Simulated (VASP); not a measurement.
C:

```xyz
2
Lattice="0.0000 1.7834 1.7834 1.7834 0.0000 1.7834 1.7834 1.7834 0.0000" Properties=species:S:1:pos:R:3 pbc="T T T"
C     2.6751    2.6751    2.6751
C     1.7834    1.7834    1.7834
```

This isn't the form of C at room conditions, which is graphite.

- Program: VASP 6.6.1
- Task: relaxation of cell and atoms
- Functional: vdW-DF
- Potentials or basis: VASP PAW PBE potentials, release 64 (C)
- Cutoff: 600 eV
- k mesh: 13 × 13 × 13
- Occupations: fermi-dirac, width 0.05 eV
- Spin: no spin polarisation

At the start: pressure 11.2 GPa; volume 5.67 Å³/atom.

Question: Where does the relaxation end?

Answer: Over 3 steps the energy falls by 5.1 meV/atom and the volume is 5.82 Å³/atom (+2.7 %); space group Fd-3m (No. 227, to 0.05 Å).

Step by step:
```
step  energy change (eV)  largest force (eV/Å)  pressure (GPa)  volume (Å³)
   1              0.0000                0.0000           11.16        11.34
   2              0.0032                0.0000          -11.68        12.00
   3             -0.0103                0.0000           -0.05        11.65
```

Final structure:
```
C
1.0
     0.00000    1.79908    1.79908
     1.79908    0.00000    1.79908
     1.79908    1.79908    0.00000
C
2
Direct
  0.75000 0.75000 0.75000
  0.50000 0.50000 0.50000
```

The cell as given is a measured one (5.67 Å³/atom); vdW-DF puts the equilibrium volume +2.7 % from it, thermal expansion not counted.

Caveat: the PAW data sets were made with another functional, which shifts forces and pressure a little.
